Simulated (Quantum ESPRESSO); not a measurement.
Crystal: TaS2.

```
CELL_PARAMETERS angstrom
3.35000 0.00000 0.00000
-1.67500 2.90119 0.00000
0.00000 0.00000 5.86000
ATOMIC_POSITIONS crystal
Ta 0.00000 0.00000 0.00000
S 0.66667 0.33333 0.75000
S 0.33333 0.66667 0.25000
```

- Program: Quantum ESPRESSO 7.5
- Task: phonons
- Functional: rev-vdW-DF2
- Potentials or basis: PseudoDojo 0.4.1 SR PBE standard
- Cutoff: 789 eV
- Density cutoff: 3157 eV
- k mesh: 8 × 8 × 4
- Occupations: methfessel-paxton, width 0.2 eV
- Spin: no spin polarisation
- Mixing beta: 0.5
- Most SCF iterations: 120
- SCF threshold: 6e-10 Ry

The atoms were relaxed first, and the response was taken there.

Problem. Where do the zone-centre optical modes lie?

Solution. Eu at 210 cm⁻¹ (IR); Eg at 254 cm⁻¹ (Raman); A2u at 364 cm⁻¹ (IR); A1g at 364 cm⁻¹ (Raman).

Optical modes at Γ, degenerate ones joined:
```
cm⁻¹  components  symmetry  active in
 210           2        Eu         IR
 254           2        Eg      Raman
 364           1       A2u         IR
 364           1       A1g      Raman
```

Caveat: the mesh is thin for the phonons of a metal.
